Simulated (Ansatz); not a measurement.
# H started in the widest void in rocksalt SrO, 65 atoms, charge +1

Aim: let the atoms about the defect relax, then find its formation energy and its levels in the gap by PBEsol and HSE06.

Method: density functional theory in Ansatz 0.2.0, PAW datasets, plane waves.

## 1. Starting point

65 atoms (32 O, 32 Sr, 1 H); a = 10.245 Å, b = 10.245 Å, c = 10.245 Å, α = 90.00°, β = 90.00°, γ = 90.00°. All atoms were shaken off their sites by about 0.02 Å along each axis. Defect site 1: (0.375, 0.375, 0.375).

Plan of the steps: (2) PBEsol relaxation at the single k point (¼, ¼, ¼), on 1 × NVIDIA GB200 with 8 threads of Arm Neoverse-V2; (3) HSE06 single point at the single k point (¼, ¼, ¼), on 1 × NVIDIA GB200 with 8 threads of Arm Neoverse-V2.

## 2. Relaxation of the positions (PBEsol)

Contents of in.yaml:

```yaml
crystal:
  lattice:
    - [10.245493, 0.000000, 0.000000]
    - [0.000000, 10.245493, 0.000000]
    - [0.000000, 0.000000, 10.245493]
  atoms:
    - { symbol: O, position: [0.249217, 0.000333, 0.998823] }
    - { symbol: O, position: [0.251510, 0.998250, 0.498059] }
    - { symbol: O, position: [0.250800, 0.500069, 0.995662] }
    - { symbol: O, position: [0.252679, 0.503527, 0.500383] }
    - { symbol: O, position: [0.751596, 0.998240, 0.998483] }
    - { symbol: O, position: [0.749679, 0.002468, 0.501766] }
    - { symbol: O, position: [0.750103, 0.501132, 0.998753] }
    - { symbol: O, position: [0.749852, 0.502045, 0.503731] }
    - { symbol: O, position: [0.999202, 0.250808, 0.998181] }
    - { symbol: O, position: [0.999723, 0.248605, 0.497302] }
    - { symbol: O, position: [0.001901, 0.752195, 0.997303] }
    - { symbol: O, position: [0.001067, 0.750947, 0.504306] }
    - { symbol: O, position: [0.497879, 0.249436, 0.998371] }
    - { symbol: O, position: [0.501260, 0.250068, 0.499804] }
    - { symbol: O, position: [0.496637, 0.751916, 0.999193] }
    - { symbol: O, position: [0.501267, 0.751424, 0.500507] }
    - { symbol: O, position: [0.997634, 0.000531, 0.250729] }
    - { symbol: O, position: [0.998745, 0.999455, 0.748336] }
    - { symbol: O, position: [0.002355, 0.501918, 0.249316] }
    - { symbol: O, position: [0.004623, 0.498253, 0.747019] }
    - { symbol: O, position: [0.498358, 0.001678, 0.248107] }
    - { symbol: O, position: [0.501826, 0.000593, 0.751433] }
    - { symbol: O, position: [0.503072, 0.496555, 0.250217] }
    - { symbol: O, position: [0.502701, 0.499717, 0.752056] }
    - { symbol: O, position: [0.249950, 0.248590, 0.248221] }
    - { symbol: O, position: [0.252025, 0.250393, 0.751214] }
    - { symbol: O, position: [0.250064, 0.749728, 0.251443] }
    - { symbol: O, position: [0.251161, 0.749100, 0.747423] }
    - { symbol: O, position: [0.747714, 0.249670, 0.251903] }
    - { symbol: O, position: [0.752727, 0.248062, 0.748968] }
    - { symbol: O, position: [0.752361, 0.749563, 0.250889] }
    - { symbol: O, position: [0.749834, 0.751998, 0.749898] }
    - { symbol: Sr, position: [0.000660, 0.000606, 0.998349] }
    - { symbol: Sr, position: [0.997937, 0.999578, 0.500356] }
    - { symbol: Sr, position: [0.002329, 0.499143, 0.998465] }
    - { symbol: Sr, position: [0.998108, 0.499628, 0.498819] }
    - { symbol: Sr, position: [0.499520, 0.999243, 0.000858] }
    - { symbol: Sr, position: [0.499474, 0.998248, 0.500132] }
    - { symbol: Sr, position: [0.498814, 0.502419, 0.001387] }
    - { symbol: Sr, position: [0.499602, 0.498023, 0.500469] }
    - { symbol: Sr, position: [0.248143, 0.252165, 0.001008] }
    - { symbol: Sr, position: [0.251735, 0.249277, 0.498691] }
    - { symbol: Sr, position: [0.251140, 0.749195, 0.998705] }
    - { symbol: Sr, position: [0.251145, 0.750113, 0.499883] }
    - { symbol: Sr, position: [0.749123, 0.251452, 0.995842] }
    - { symbol: Sr, position: [0.751452, 0.252792, 0.502389] }
    - { symbol: Sr, position: [0.751658, 0.751155, 0.002255] }
    - { symbol: Sr, position: [0.749494, 0.748000, 0.499894] }
    - { symbol: Sr, position: [0.247657, 0.997444, 0.246954] }
    - { symbol: Sr, position: [0.248594, 0.996884, 0.748512] }
    - { symbol: Sr, position: [0.252253, 0.500992, 0.247972] }
    - { symbol: Sr, position: [0.250671, 0.499454, 0.747798] }
    - { symbol: Sr, position: [0.748106, 0.003042, 0.247714] }
    - { symbol: Sr, position: [0.747019, 0.001430, 0.751339] }
    - { symbol: Sr, position: [0.752551, 0.498323, 0.250541] }
    - { symbol: Sr, position: [0.752245, 0.499393, 0.747406] }
    - { symbol: Sr, position: [0.997754, 0.251618, 0.248838] }
    - { symbol: Sr, position: [0.997624, 0.247024, 0.750001] }
    - { symbol: Sr, position: [0.000326, 0.745351, 0.251212] }
    - { symbol: Sr, position: [0.000430, 0.748728, 0.748816] }
    - { symbol: Sr, position: [0.497174, 0.249596, 0.248495] }
    - { symbol: Sr, position: [0.499558, 0.246170, 0.750575] }
    - { symbol: Sr, position: [0.500313, 0.745628, 0.246839] }
    - { symbol: Sr, position: [0.497872, 0.746796, 0.747808] }
    - { symbol: H, position: [0.375073, 0.375176, 0.374176] }
  symmetry: { detect: false }
kpoints:
  mp_grid: { grid: [1, 1, 1], shift: [0.25, 0.25, 0.25] }
hamiltonian:
  xc: pbesol
total_charge: 1
scf:
  occupations: { method: fermi_dirac, width: 0.01 }
relax:
  f_tol: 0.03
  max_steps: 80
  escape_saddle: false
  adjacent_minimum: "off"
output:
  forces: true
  eigenvalues: true
  populations: true
  charged_corrections: { epsilon: 14.5 }
```

Command:

```
ansatz run in.yaml --threads 8 --pin off --max-ram 118750MiB --runs-dir r --events-out ev --progress --plain --backend cuda --devices 0, --max-vram 170GiB
```

The runs that follow: HSE06 single point.

Q: Predict the outcome of this session. Wanted: for each run, formation energy; host gap; top filled to lowest empty.

As calculated:

```
             level         time  formation energy (eV)  host gap (eV)  top filled to lowest empty (eV)
PBEsol, relaxation  8.7 s (GPU)                  -1.14           3.12                             3.76
             HSE06   15 s (GPU)                  -2.05           4.75                             5.38
```

| quantity | value |
| --- | --- |
| relaxation | 12 recorded steps, 3.39 eV gained |
| largest shift | 1.21 Å (H65) |

**Reading.** Relaxation gains 3.39 eV, with shifts up to 1.21 Å (H65). The formation energy at E_F = VBM goes from -1.14 eV (PBEsol) to -2.05 eV (HSE06), as the host gap goes from 3.12 to 4.75 eV. The reservoirs are the elements' reference phases; where the defect changes the composition, the value depends on that choice. HSE06 shows no level inside the gap that the count of atoms sharing it marks as tightly localised. The host's edges were read at Γ, so band-like levels at this k point need not coincide with them. One k point and a cell of this size can leave errors of several tenths of an eV. The dielectric constant of 14.5 in the correction is an assumed value.
